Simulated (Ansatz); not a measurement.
# Tungsten, omega (AlB2-type) under BLYP: structure, energy and stiffness, part 1 of 2

The plan for tungsten in the omega (AlB2-type) structure: relax it, solve it on a dense k-mesh, then scale the cell to 7 volumes from 88 to 112 % of the relaxed one and try a fit of the equation of state. Spin polarisation is left out. The k-meshes are 8×8×11 for the relaxation; 10×10×16 for the dense run; 9×9×13 for the volumes.

Computed with Ansatz 0.2.0 (DFT BLYP, plane waves (420 eV) with PAW, scalar-relativistic; the PAW data stem from PBE, with regenerated cores, unless a step says otherwise).

## Step 1: The system as given

The structure is hexagonal, space group P6/mmm (No. 191). Conventional cell: a = 4.474 Å, b = 4.474 Å, c = 2.743 Å, α = 90.00°, β = 90.00°, γ = 120.00°. Around W (site symmetry 6/mmm) lie 14 W at 2.74 to 2.92 Å. W (site symmetry -6m2) is surrounded by 11 W at 2.58 to 2.92 Å.

Coordinates:

```cif
data_structure
_symmetry_space_group_name_H-M 'P6/mmm'
_symmetry_Int_Tables_number 191
_cell_length_a 4.4740
_cell_length_b 4.4740
_cell_length_c 2.7426
_cell_angle_alpha 90.000
_cell_angle_beta 90.000
_cell_angle_gamma 120.000
_cell_volume 47.54
loop_
_atom_site_label
_atom_site_type_symbol
_atom_site_symmetry_multiplicity
_atom_site_Wyckoff_symbol
_atom_site_fract_x
_atom_site_fract_y
_atom_site_fract_z
_atom_site_occupancy
W1 W 1 a 0.00000 0.00000 0.00000 1
W2 W 2 d 0.33333 0.66667 0.50000 1
```

## Step 2: Geometry optimisation

Input file input.yaml:

```yaml
crystal:
  lattice:
    - [4.4740055658, 0.0, 0.0]
    - [-2.2370027829, 3.8746024767, 0.0]
    - [0.0, 0.0, 2.7425654118]
  atoms:
    - { symbol: W, position: [0.0, 0.0, 0.0] }
    - { symbol: W, position: [0.3333333333, 0.6666666667, 0.5] }
    - { symbol: W, position: [0.6666666667, 0.3333333333, 0.5] }
hamiltonian:
  xc: blyp
  pseudopotentials:
    kind: paw
    azcp:
      W: "pseudopotentials/W.paw.azcp"
basis:
  ecutwfc: 420
  fft_grid_basis: typed
kpoints:
  mp_grid: { grid: [8, 8, 11], shift: [0, 0, 0] }
magnetization:
  spin_polarized: false
scf:
  occupations: { method: fermi_dirac, width: 0.1 }
relax:
  max_steps: 60
  f_tol: 0.01
  cell: {}
```

Command:

```console
ansatz run input.yaml --threads 2 --pin off --max-ram 5120MiB --backend cpu --events-out ev --progress --plain --runs-dir out
```

The program printed:

```text
Warning: RAYON_NUM_THREADS=2 ignored (pool sized by the plan → 2); use --threads N
Engine: ansatz 0.2.0, x86_64-unknown-linux-gnu
Pseudopotentials: kind: paw
Pseudopotential: W, paw, valence charge 14, recommended cutoff 420 eV (normal), <dir>
Functional definition: BLYP
  parameter beta = 0.0042
  parameter a = 0.04918
  parameter b = 0.132
  parameter c = 0.2533
  parameter d = 0.349
  exchange = b88_x(beta = beta)
  correlation = lyp_c(a = a, b = b, c = c, d = d)
Crystal: 3 atoms, lattice volume = 47.542 Å³
Basis set: ecut = 420 eV, 939 PW (Γ), exchange–correlation on 60×60×40 points (8 copies of the dense FFT grid, shifted against one another)
Bands: 26, of which v1, the nominal top of the filled ones, is band 21 counted from 1 (20 counted from 0)
Symmetry: 24 space group operations
Space group: P6/mmm (ITA 191), of the structure as read, at distance tolerance 3.6e-5 Å
k-points: 60 of 704
Non-local potential: W, projectors of the file, l = 0: 3, l = 1: 2, l = 2: 2, l = 3: 1
PAW form: soft (Blöchl's): semilocal exchange-correlation on the pseudo side does not see the compensation charge
PAW frozen core: W, regenerated for the run's functional, and the local potential with it (the file was generated under x = pbe(κ = 0.804, μ = 0.2195149727645171), c = pbe(β = 0.06672455060314922))
PAW one-centre angular grid: W, 590 points (default); XC on 64 Gauss nodes
Initial density: superposition of atomic densities (neutral atoms: chi_scale 0, normalization atom), corrected by the library's trained network
Initial wavefunctions: pseudopotential atomic-orbital guess
Functional: x = b88, c = lyp
SCF iter   1: F=—  HF=-31224.748635 eV  |F-HF|=—  |Δ(HF+E_count)|=         —  Δρ=1.82e-2  dr2=1.48e-1  ethr=1.77e-3  ⟨swp⟩=5.0  Hψ=6610  notcnv=0
preconditioner: auto → none  [metal: Δε(μ)=0.014 eV  Ē_g=4.878 eV  σ=0.100 eV  W_gap=0.03  n_scr=8 (ndim 8)  ℏωp=22.8 eV  f_vac=0.000  D(μ)=5.30/eV (n_scr^D=68)  sad-step TF]
SCF iter   2: F=—  HF=-31224.721715 eV  |F-HF|=—  |Δ(HF+E_count)|=   2.69e-2  Δρ=1.13e-2  dr2=5.80e-2  ethr=3.52e-4  ⟨swp⟩=1.0  Hψ=2040  notcnv=0
SCF iter   3: F=—  HF=-31224.707955 eV  |F-HF|=—  |Δ(HF+E_count)|=   1.38e-2  Δρ=9.61e-4  dr2=3.73e-4  ethr=1.38e-4  ⟨swp⟩=2.0  Hψ=2354  notcnv=0
SCF iter   4: F=—  HF=-31224.707987 eV  |F-HF|=—  |Δ(HF+E_count)|=   3.20e-5  Δρ=3.65e-4  dr2=7.42e-5  ethr=8.88e-7  ⟨swp⟩=2.1  Hψ=2557  notcnv=0
SCF iter   5: F=—  HF=-31224.707971 eV  |F-HF|=—  |Δ(HF+E_count)|=   1.62e-5  Δρ=8.96e-5  dr2=2.88e-6  ethr=1.77e-7  ⟨swp⟩=2.1  Hψ=2275  notcnv=0
SCF iter   6: F=-31224.707971 eV  HF=-31224.707971 eV  |F-HF|=7.84e-8  |Δ(HF+E_count)|=   2.92e-7  Δρ=2.18e-5  dr2=8.73e-8  ethr=2.38e-10  ⟨swp⟩=3.2  Hψ=6387  notcnv=0
SCF 1 converged in 6 iterations: F = -31224.707971 eV  dr2 = 8.73e-8
relax step   1: F+E_penalty+E_count = -31224.70797100 eV  Δ(F+E_penalty+E_count) = +0.000e0 eV  max|allowed force component| = 1.110e-16 eV/Å  Δτ_max = 0.0000 Å  P = +23.370 GPa  Ω = 47.542 Å³  (6 SCF iters, dr2 threshold 1.00e-7 eV, accepted)
Crystal: 3 atoms, lattice volume = 52.341 Å³
Basis set: ecut = 420 eV, 1023 PW (Γ), exchange–correlation on 60×60×40 points (8 copies of the dense FFT grid, shifted against one another)
Initial density: handed on by an earlier stage of this run
Initial wavefunctions: those handed on with the density
iter 1 solved again at ethr=6.13e-5 eV; its pass at ethr=3.10e-3 eV (dr2=2.57e-2 eV) is discarded
SCF iter   1: F=—  HF=-31225.231771 eV  |F-HF|=—  |Δ(HF+E_count)|=         —  Δρ=7.15e-3  dr2=2.57e-2  ethr=6.13e-5  ⟨swp⟩=1.1  Hψ=9488  notcnv=0
preconditioner: auto → none  [metal: Δε(μ)=0.002 eV  Ē_g=4.492 eV  σ=0.100 eV  W_gap=0.00  n_scr=8 (ndim 8)  ℏωp=21.8 eV  f_vac=0.000  D(μ)=4.60/eV (n_scr^D=56)]
SCF iter   2: F=—  HF=-31225.225532 eV  |F-HF|=—  |Δ(HF+E_count)|=   6.24e-3  Δρ=2.68e-3  dr2=1.71e-3  ethr=6.11e-5  ⟨swp⟩=2.2  Hψ=2248  notcnv=0
SCF iter   3: F=—  HF=-31225.225374 eV  |F-HF|=—  |Δ(HF+E_count)|=   1.59e-4  Δρ=7.29e-4  dr2=9.76e-5  ethr=4.08e-6  ⟨swp⟩=1.6  Hψ=1763  notcnv=0
SCF iter   4: F=—  HF=-31225.225386 eV  |F-HF|=—  |Δ(HF+E_count)|=   1.23e-5  Δρ=1.06e-4  dr2=5.98e-6  ethr=2.32e-7  ⟨swp⟩=2.3  Hψ=2278  notcnv=0
iter 5 did not close the SCF: its close was put off for the readings that it lacked (scf_convergence_deferred on its scf_iter line)
SCF iter   5: F=-31225.225385 eV  HF=-31225.225385 eV  |F-HF|=9.69e-8  |Δ(HF+E_count)|=   1.20e-6  Δρ=2.59e-5  dr2=1.37e-7  ethr=1.42e-8  ⟨swp⟩=2.3  Hψ=2360  notcnv=0
SCF iter   6: F=-31225.225385 eV  HF=-31225.225385 eV  |F-HF|=3.27e-9  |Δ(HF+E_count)|=   1.36e-7  Δρ=4.25e-6  dr2=4.47e-9  ethr=3.26e-10  ⟨swp⟩=2.1  Hψ=5286  notcnv=0
SCF 2 converged in 6 iterations: F = -31225.225385 eV  dr2 = 4.47e-9
relax step   2: F+E_penalty+E_count = -31225.22538489 eV  Δ(F+E_penalty+E_count) = -5.174e-1 eV  max|allowed force component| = 8.018e-17 eV/Å  Δτ_max = 0.0000 Å  P = -4.333 GPa  Ω = 52.341 Å³  energy of the carried Pulay correction = -1.352e-3 eV  (6 SCF iters, dr2 threshold 3.00e-7 eV, accepted)
Crystal: 3 atoms, lattice volume = 52.241 Å³
iter 1 solved again at ethr=2.02e-5 eV; its pass at ethr=3.10e-3 eV (dr2=8.48e-3 eV) is discarded
SCF iter   1: F=—  HF=-31225.334791 eV  |F-HF|=—  |Δ(HF+E_count)|=         —  Δρ=4.08e-3  dr2=9.26e-3  ethr=2.02e-5  ⟨swp⟩=2.0  Hψ=8714  notcnv=0
preconditioner: auto → none  [metal: Δε(μ)=0.017 eV  Ē_g=4.543 eV  σ=0.100 eV  W_gap=0.04  n_scr=8 (ndim 8)  ℏωp=21.8 eV  f_vac=0.000  D(μ)=4.50/eV (n_scr^D=56)]
SCF iter   2: F=—  HF=-31225.331876 eV  |F-HF|=—  |Δ(HF+E_count)|=   2.91e-3  Δρ=1.09e-3  dr2=3.55e-4  ethr=2.02e-5  ⟨swp⟩=2.3  Hψ=2169  notcnv=0
SCF iter   3: F=—  HF=-31225.331848 eV  |F-HF|=—  |Δ(HF+E_count)|=   2.82e-5  Δρ=3.36e-4  dr2=1.84e-5  ethr=8.46e-7  ⟨swp⟩=2.4  Hψ=2385  notcnv=0
SCF iter   4: F=—  HF=-31225.331854 eV  |F-HF|=—  |Δ(HF+E_count)|=   5.94e-6  Δρ=7.33e-5  dr2=1.49e-6  ethr=4.38e-8  ⟨swp⟩=2.1  Hψ=2197  notcnv=0
iter 5 did not close the SCF: its close was put off for the readings that it lacked (scf_convergence_deferred on its scf_iter line)
SCF iter   5: F=-31225.331854 eV  HF=-31225.331854 eV  |F-HF|=4.84e-8  |Δ(HF+E_count)|=   4.67e-7  Δρ=1.55e-5  dr2=4.14e-8  ethr=3.54e-9  ⟨swp⟩=2.0  Hψ=2271  notcnv=0
SCF iter   6: F=-31225.331854 eV  HF=-31225.331854 eV  |F-HF|=7.24e-10  |Δ(HF+E_count)|=   5.79e-8  Δρ=2.05e-6  dr2=1.18e-9  ethr=9.86e-11  ⟨swp⟩=1.9  Hψ=4973  notcnv=0
SCF 3 converged in 6 iterations: F = -31225.331854 eV  dr2 = 1.18e-9
relax step   3: F+E_penalty+E_count = -31225.33185429 eV  Δ(F+E_penalty+E_count) = -1.065e-1 eV  max|allowed force component| = 1.110e-16 eV/Å  Δτ_max = 0.0000 Å  P = -3.914 GPa  Ω = 52.241 Å³  energy of the carried Pulay correction = -1.323e-3 eV  (6 SCF iters, dr2 threshold 3.00e-7 eV, accepted)
Crystal: 3 atoms, lattice volume = 51.496 Å³
Basis set: ecut = 420 eV, 1011 PW (Γ), exchange–correlation on 60×60×40 points (8 copies of the dense FFT grid, shifted against one another)
iter 1 solved again at ethr=1.00e-5 eV; its pass at ethr=3.10e-3 eV (dr2=4.22e-3 eV) is discarded
SCF iter   1: F=—  HF=-31225.358037 eV  |F-HF|=—  |Δ(HF+E_count)|=         —  Δρ=2.96e-3  dr2=4.42e-3  ethr=1.00e-5  ⟨swp⟩=1.4  Hψ=8882  notcnv=0
preconditioner: auto → none  [metal: Δε(μ)=0.022 eV  Ē_g=4.651 eV  σ=0.100 eV  W_gap=0.06  n_scr=8 (ndim 8)  ℏωp=22.0 eV  f_vac=0.000  D(μ)=4.37/eV (n_scr^D=56)]
SCF iter   2: F=—  HF=-31225.356573 eV  |F-HF|=—  |Δ(HF+E_count)|=   1.46e-3  Δρ=8.19e-4  dr2=2.16e-4  ethr=1.00e-5  ⟨swp⟩=2.4  Hψ=2270  notcnv=0
SCF iter   3: F=—  HF=-31225.356558 eV  |F-HF|=—  |Δ(HF+E_count)|=   1.46e-5  Δρ=2.48e-4  dr2=1.00e-5  ethr=5.13e-7  ⟨swp⟩=2.3  Hψ=2227  notcnv=0
SCF iter   4: F=—  HF=-31225.356565 eV  |F-HF|=—  |Δ(HF+E_count)|=   6.46e-6  Δρ=4.16e-5  dr2=4.76e-7  ethr=2.39e-8  ⟨swp⟩=2.0  Hψ=2203  notcnv=0
iter 5 did not close the SCF: its close was put off for the readings that it lacked (scf_convergence_deferred on its scf_iter line)
SCF iter   5: F=-31225.356565 eV  HF=-31225.356565 eV  |F-HF|=1.44e-8  |Δ(HF+E_count)|=   1.69e-7  Δρ=1.03e-5  dr2=2.29e-8  ethr=1.13e-9  ⟨swp⟩=2.0  Hψ=2438  notcnv=0
SCF iter   6: F=-31225.356565 eV  HF=-31225.356565 eV  |F-HF|=6.26e-10  |Δ(HF+E_count)|=   1.97e-8  Δρ=1.78e-6  dr2=7.06e-10  ethr=5.45e-11  ⟨swp⟩=1.9  Hψ=4649  notcnv=0
SCF 4 converged in 6 iterations: F = -31225.356565 eV  dr2 = 7.06e-10
relax step   4: F+E_penalty+E_count = -31225.35656487 eV  Δ(F+E_penalty+E_count) = -2.471e-2 eV  max|allowed force component| = 4.009e-17 eV/Å  Δτ_max = 0.0000 Å  P = -0.048 GPa  Ω = 51.496 Å³  energy of the carried Pulay correction = -1.120e-3 eV  (6 SCF iters, dr2 threshold 3.00e-7 eV, accepted)
Crystal: 3 atoms, lattice volume = 51.498 Å³
iter 1 solved again at ethr=1.40e-7 eV; its pass at ethr=3.10e-3 eV (dr2=5.89e-5 eV) is discarded
SCF iter   1: F=—  HF=-31225.357947 eV  |F-HF|=—  |Δ(HF+E_count)|=         —  Δρ=6.41e-4  dr2=2.08e-4  ethr=1.40e-7  ⟨swp⟩=3.1  Hψ=8614  notcnv=0
eigensolver tolerance schedule calibrated: the retry pair's looser diagonalisation under-reported the residual by θ = 0.72 (0.17/decade); ethr = c·dr2/N_el runs at the constant in force after the calibration composes with the one it found (an armed cap, an earlier calibration), c = 3.7e-2
preconditioner: auto → none  [metal: Δε(μ)=0.029 eV  Ē_g=4.647 eV  σ=0.100 eV  W_gap=0.07  n_scr=8 (ndim 8)  ℏωp=22.0 eV  f_vac=0.000  D(μ)=4.40/eV (n_scr^D=56)]
SCF iter   2: F=—  HF=-31225.357875 eV  |F-HF|=—  |Δ(HF+E_count)|=   7.27e-5  Δρ=1.71e-4  dr2=9.23e-6  ethr=1.40e-7  ⟨swp⟩=2.2  Hψ=2738  notcnv=0
SCF iter   3: F=—  HF=-31225.357874 eV  |F-HF|=—  |Δ(HF+E_count)|=   8.04e-7  Δρ=5.20e-5  dr2=4.26e-7  ethr=8.06e-9  ⟨swp⟩=2.0  Hψ=2473  notcnv=0
iter 4 did not close the SCF: its close was put off for the readings that it lacked (scf_convergence_deferred on its scf_iter line)
SCF iter   4: F=-31225.357874 eV  HF=-31225.357874 eV  |F-HF|=4.42e-9  |Δ(HF+E_count)|=   2.93e-7  Δρ=9.36e-6  dr2=2.26e-8  ethr=3.72e-10  ⟨swp⟩=2.1  Hψ=2926  notcnv=0
iter 5 did not close the SCF: its close was put off for the readings that it lacked (scf_convergence_deferred on its scf_iter line)
SCF iter   5: F=-31225.357874 eV  HF=-31225.357874 eV  |F-HF|=9.64e-10  |Δ(HF+E_count)|=   1.06e-8  Δρ=2.35e-6  dr2=1.13e-9  ethr=1.97e-11  ⟨swp⟩=2.1  Hψ=2700  notcnv=0
SCF iter   6: F=-31225.357874 eV  HF=-31225.357874 eV  |F-HF|=4.73e-11  |Δ(HF+E_count)|=   1.22e-9  Δρ=3.99e-7  dr2=3.54e-11  ethr=1.00e-12  ⟨swp⟩=1.0  Hψ=4740  notcnv=0
SCF 5 converged in 6 iterations: F = -31225.357874 eV  dr2 = 3.54e-11
relax step   5: F+E_penalty+E_count = -31225.35787412 eV  Δ(F+E_penalty+E_count) = -1.309e-3 eV  max|allowed force component| = 1.419e-16 eV/Å  Δτ_max = 0.0000 Å  P = -0.184 GPa  Ω = 51.498 Å³  energy of the carried Pulay correction = -1.121e-3 eV  (6 SCF iters, dr2 threshold 3.00e-7 eV, accepted)
Crystal: 3 atoms, lattice volume = 51.454 Å³
iter 1 solved again at ethr=1.60e-9 eV; its pass at ethr=3.10e-3 eV (dr2=6.73e-7 eV) is discarded
SCF iter   1: F=—  HF=-31225.357911 eV  |F-HF|=—  |Δ(HF+E_count)|=         —  Δρ=2.52e-5  dr2=3.27e-7  ethr=1.60e-9  ⟨swp⟩=3.0  Hψ=8684  notcnv=0
preconditioner: auto → none  [metal: Δε(μ)=0.029 eV  Ē_g=4.652 eV  σ=0.100 eV  W_gap=0.07  n_scr=8 (ndim 8)  ℏωp=22.0 eV  f_vac=0.000  D(μ)=4.40/eV (n_scr^D=56)]
iter 2 did not close the SCF: its close was put off for the readings that it lacked (scf_convergence_deferred on its scf_iter line)
SCF iter   2: F=-31225.357908 eV  HF=-31225.357908 eV  |F-HF|=6.47e-9  |Δ(HF+E_count)|=   3.07e-6  Δρ=1.13e-5  dr2=3.97e-8  ethr=7.77e-10  ⟨swp⟩=2.2  Hψ=2301  notcnv=0
iter 3 did not close the SCF: its close was put off for the readings that it lacked (scf_convergence_deferred on its scf_iter line)
SCF iter   3: F=-31225.357908 eV  HF=-31225.357908 eV  |F-HF|=6.44e-10  |Δ(HF+E_count)|=   1.46e-8  Δρ=2.19e-6  dr2=8.76e-10  ethr=9.45e-11  ⟨swp⟩=2.3  Hψ=2309  notcnv=0
iter 4 did not close the SCF: its close was put off for the readings that it lacked (scf_convergence_deferred on its scf_iter line)
SCF iter   4: F=-31225.357908 eV  HF=-31225.357908 eV  |F-HF|=7.28e-12  |Δ(HF+E_count)|=  8.84e-10  Δρ=3.51e-7  dr2=4.77e-11  ethr=2.09e-12  ⟨swp⟩=2.0  Hψ=2650  notcnv=0
iter 5 did not close the SCF: its close was put off for the readings that it lacked (scf_convergence_deferred on its scf_iter line)
SCF iter   5: F=-31225.357908 eV  HF=-31225.357908 eV  |F-HF|=1.09e-11  |Δ(HF+E_count)|=  1.46e-11  Δρ=9.36e-8  dr2=2.27e-12  ethr=1.00e-12  ⟨swp⟩=1.0  Hψ=1560  notcnv=0
SCF iter   6: F=-31225.357908 eV  HF=-31225.357908 eV  |F-HF|=3.64e-12  |Δ(HF+E_count)|=    0.00e0  Δρ=1.88e-8  dr2=1.43e-13  ethr=1.00e-12  ⟨swp⟩=1.0  Hψ=3360  notcnv=0
SCF 6 converged in 6 iterations: F = -31225.357908 eV  dr2 = 1.43e-13
relax step   6: F+E_penalty+E_count = -31225.35790765 eV  Δ(F+E_penalty+E_count) = -3.353e-5 eV  max|allowed force component| = 5.243e-17 eV/Å  Δτ_max = 0.0000 Å  P = +0.024 GPa  Ω = 51.454 Å³  energy of the carried Pulay correction = -1.109e-3 eV  (6 SCF iters, dr2 threshold 9.83e-8 eV, accepted)
Basis set: ecut = 420 eV, 1011 PW (Γ), exchange–correlation on 64×64×36 points (8 copies of the dense FFT grid, shifted against one another)
Initial wavefunctions: pseudopotential atomic-orbital guess (no wavefunctions were taken with the density)
iter 1 solved again at ethr=2.84e-8 eV; its pass at ethr=3.10e-3 eV (dr2=1.19e-5 eV) is discarded
SCF iter   1: F=—  HF=-31225.358974 eV  |F-HF|=—  |Δ(HF+E_count)|=         —  Δρ=3.22e-4  dr2=2.39e-6  ethr=2.84e-8  ⟨swp⟩=4.0  Hψ=10400  notcnv=0
preconditioner: auto → none  [metal: Δε(μ)=0.028 eV  Ē_g=4.652 eV  σ=0.100 eV  W_gap=0.07  n_scr=8 (ndim 8)  ℏωp=22.0 eV  f_vac=0.000  D(μ)=4.40/eV (n_scr^D=56)]
SCF iter   2: F=—  HF=-31225.359160 eV  |F-HF|=—  |Δ(HF+E_count)|=   1.85e-4  Δρ=1.60e-4  dr2=5.72e-7  ethr=5.68e-9  ⟨swp⟩=1.0  Hψ=1560  notcnv=0
SCF iter   3: F=—  HF=-31225.359225 eV  |F-HF|=—  |Δ(HF+E_count)|=   6.51e-5  Δρ=4.09e-6  dr2=3.66e-9  ethr=1.36e-9  ⟨swp⟩=2.5  Hψ=2318  notcnv=0
SCF iter   4: F=—  HF=-31225.359225 eV  |F-HF|=—  |Δ(HF+E_count)|=   2.55e-8  Δρ=1.29e-6  dr2=1.15e-10  ethr=8.72e-12  ⟨swp⟩=2.3  Hψ=2765  notcnv=0
iter 5 did not close the SCF: its close was put off for the readings that it lacked (scf_convergence_deferred on its scf_iter line)
SCF iter   5: F=-31225.359225 eV  HF=-31225.359225 eV  |F-HF|=7.28e-12  |Δ(HF+E_count)|=   2.38e-9  Δρ=1.18e-7  dr2=3.10e-12  ethr=1.00e-12  ⟨swp⟩=2.0  Hψ=1981  notcnv=0
SCF iter   6: F=-31225.359225 eV  HF=-31225.359225 eV  |F-HF|=3.64e-12  |Δ(HF+E_count)|=  1.09e-11  Δρ=3.60e-8  dr2=3.48e-13  ethr=1.00e-12  ⟨swp⟩=4.0  Hψ=6337  notcnv=0
SCF 7 converged in 6 iterations: F = -31225.359225 eV  dr2 = 3.48e-13
relax step   7: F+E_penalty+E_count = -31225.35922505 eV  Δ(F+E_penalty+E_count) = -1.317e-3 eV  max|allowed force component| = 8.018e-17 eV/Å  Δτ_max = 0.0000 Å  P = +0.029 GPa  Ω = 51.454 Å³  stress off target by 4.03e-2 GPa  SCF on the basis re-selected at this cell (its energy is not comparable with the rows above)  (6 SCF iters)
basis re-selected at this cell: Δ(F+E_penalty+E_count) = -1.317e-3 eV, ΔP = +0.005 GPa vs the last step (what re-selecting the basis moved, of the pressure what is left beyond the Pulay correction that the steps carried, after the strain that the cell walked since its last selection, with what the two solves' SCF thresholds leave and, on support functions, any second-order correction that the steps lacked; it is no measure of the basis error at this ecutwfc). The dense FFT grid was sized anew with the basis: this SCF ran on 32×32×18 points, the steps before it on 30×30×20, so part of this shift can come from that change (see relax.cell in the input reference). This SCF's stress stands 4.03e-2 GPa from its target on what of the cell is left free (relax.cell.stress_tol is 5.00e-2 GPa) and its largest allowed force component is 8.02e-17 eV/Å (relax.f_tol is 1.00e-2 eV/Å): within both
SCF converged after 6 iterations
Free energy (F): -31225.359225 eV
Harris-Foulkes:  -31225.359225 eV  (|F-HF|=3.64e-12)
Internal energy: -31225.223522 eV  (E = F + TS)
E sigma→0 (E₀):  -31225.291374 eV
Entropy (-TS):   -0.135703 eV (-45.234 meV/atom)
Fermi energy:    20.962488 eV
--- Per-component energies (eV) ---
  E_band       = -298.837963
  E_kinetic    = 1346.118413
  E_local      = -1997.010803  (includes V_loc(G=0)·N_el)
  E_nonlocal   = 3.765792
  E_hartree    = 710.079782
  E_xc         = -786.469024
  E_vxc        = -697.991801  (∫ρ·V_xc dr)
  E_paw        = -25772.088274  (= ΣΔE_a)
  E_vpaw       = -373.878956  (= ΣTr[D̂ρ^β])
  E_aug_tail   = -0.000166  (compensation charges beyond the density's cutoff)
  E_ewald      = -4730.189263
  E_core_change = 0.570020  (= ΣΔE_core)
  E_smearing   = -0.135703  (= −TS)
  E_closure    = 0.000000  (closes the sum)
  Σ components = -31225.359225   (vs F -31225.359225, Δ=0.00e0)
--- Forces (eV/Å), atoms counted from 1 ---
  atom   1  W     -0.00000000     0.00000000     0.00000000
  atom   2  W      0.00000000     0.00000000     0.00000000
  atom   3  W      0.00000000    -0.00000000     0.00000000
  max |Σ_I F_I| component: 9.25e-18 eV/Å
--- Stress (GPa, compression-positive) ---
        0.040265      -0.000000       0.000000
       -0.000000       0.040265       0.000000
        0.000000       0.000000       0.005989
  P = ⅓ Tr σ = 0.0288 GPa (0.288 kbar)
--- Relaxed structure (6 steps of the walk, 6 accepted, 1 SCFs on fresh bases) ---
  F+E_penalty+E_count = -31225.35922505 eV   max|allowed force component| = 8.018e-17 eV/Å   (the final SCF, on the basis selected at the relaxed cell)
  cell:  # Å, volume = 51.4543 Å³
    - [4.74800395878601, -3.171384165849104e-34, 0.0]
    - [-2.374001979393005, 4.111892045577767, 0.0]
    - [0.0, 0.0, 2.6355339880931963]
  atoms:
    - { symbol: W, position: [-1.0582988795300275e-35, 1.5533286607947634e-36, 0.0] }
    - { symbol: W, position: [0.3333333333333333, 0.6666666666666666, 0.5] }
    - { symbol: W, position: [0.6666666666666666, 0.3333333333333333, 0.5] }
```

It took 28 s on 2 threads of AMD EPYC 7R43 (Zen 3), shared host; peak memory 0.46 GiB.

Relaxation path:

```csv
step,energy change (meV/atom),largest force (eV/Å),pressure (GPa),volume (Å³/atom)
1,0.00,0.0000,23.37,15.847
2,-172.47,0.0000,-4.33,17.447
3,-207.96,0.0000,-3.91,17.414
4,-216.20,0.0000,-0.05,17.165
5,-216.63,0.0000,-0.18,17.166
6,-216.65,0.0000,0.02,17.151
7,-217.08,0.0000,0.03,17.151
```

Steps that repeat a cell are solved on a basis chosen anew, so their changes of energy are no gain of the relaxation.

The cell of the run, before and after:

|  | before | after | change |
| --- | --- | --- | --- |
| a (Å) | 4.474 | 4.748 | +6.1 % |
| b (Å) | 4.474 | 4.748 | +6.1 % |
| c (Å) | 2.743 | 2.636 | -3.9 % |
| volume (Å³/atom) | 15.847 | 17.151 | +8.2 % |
| shortest distance (Å) | 2.583 | 2.636 | +2.0 % |
| space group (spins left aside) | P6/mmm | P6/mmm | same |

(Continued in part 2 of 2.)
